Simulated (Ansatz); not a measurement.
Calculated Ga-69 nuclear quadrupole resonance for GaSe at a changed volume

Cell: a structure deposited in the COD, relaxed with PBE at fixed cell and then changed (volume scaled by 1.04, ions relaxed).

Space group P6_3/mmc (No. 194); a = 3.7993, c = 16.1295 Å, γ = 120.00°.

```
site  Wyckoff  site symmetry       x       y       z
  Ga       4f            3m.  0.3333  0.6667  0.9257
  Se       4f            3m.  0.3333  0.6667  0.1557
```

One atom of each set is listed.

The numbers come from a DFT calculation in Ansatz (PBE, plane waves and PAW, scalar-relativistic, 420 eV cutoff, Γ-centred 14×14×3 k-points, Fermi–Dirac smearing 0.05 eV).

Ga-69: I = 3/2, Q = 171.0 mb (year-2017 value). Static lattice, zero field.

Task: Predict the zero-field Ga-69 lines of each site.

Result: For I = 3/2 there is one line, ν = (|C_Q|/2)(1 + η²/3)^½.

```
site  atoms  V_zz (10²¹ V/m²)  C_Q (MHz)     η  line frequencies (MHz)
  Ga      4              0.40       1.64  0.00                   0.818
```

Task: And for ⁷¹Ga (I = 3/2, Q = 107.0 mb) on Ga?

Result: C_Q scales with Q to 1.02 MHz, with lines at 0.512 MHz.

An axis of threefold or higher order runs through Ga, so V_zz lies along it and η is zero.

With no gap above 0.1 eV, as in a metal, the gradients converge slowly in k; expect changes of a tenth or more on a denser mesh.
